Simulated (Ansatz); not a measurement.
# GaN: the cost of one run

Computed with Ansatz 0.2.0 (DFT PBE, scalar-relativistic, plane waves, PAW, unless a step's input says otherwise).

4 further runs of the same task are left out: 1 that didn't finish, 3 set aside as unsound or not needed.

## 1. The structure to begin with

Symmetry: F-43m, No. 216, cubic system. Conventional cell: a = 4.548 Å, b = 4.548 Å, c = 4.548 Å, α = 90.00°, β = 90.00°, γ = 90.00°. Ga (site symmetry -43m) has 4 N at 1.97 Å as nearest neighbours. N (site symmetry -43m) has 4 Ga at 1.97 Å as nearest neighbours.

Structure file:

```
CELL_PARAMETERS angstrom
0.00000 2.27424 2.27424
2.27424 0.00000 2.27424
2.27424 2.27424 0.00000
ATOMIC_POSITIONS crystal
Ga 0.00000 0.00000 0.00000
N 0.75000 0.75000 0.75000
```

It goes back to an entry of the Materials Project.

It is the result of an earlier relaxation at this level (volume 11.76 Å³/atom; gap on the mesh: 1.54 eV).

## 2. Band edges over the zone

input.yaml reads:

```yaml
crystal:
  lattice:
    - [0.0, 2.274238494, 2.274238494]
    - [2.274238494, 0.0, 2.274238494]
    - [2.274238494, 2.274238494, 0.0]
  atoms:
    - { symbol: Ga, position: [0.0, 0.0, 0.0] }
    - { symbol: "N", position: [0.75, 0.75, 0.75] }
basis:
  ecutwfc: 420
kpoints:
  mp_grid: { grid: [10, 10, 10] }
  band_path: { path: [VBM, CBM], npoints: 2 }
hamiltonian:
  xc: pbe
scf:
  occupations: { method: gaussian, width: 0.02 }
output:
  forces: true
  stress: true
  eigenvalues: true
checkpoint:
  read: start.run
  write: ck
  compress: false
  write_wavefunctions: false
  write_every: 100000
```

Started as:

```console
> ansatz run input.yaml --threads 1 --pin off --max-ram 2560MiB --backend cpu --events-out ev --progress --plain --runs-dir out
```

What time and memory should one allow on 1 thread of Intel Xeon Platinum 8259CL at 2.50GHz (Skylake/Cascade Lake), shared host?

About 4.2 s, with a peak of 0.34 GiB.
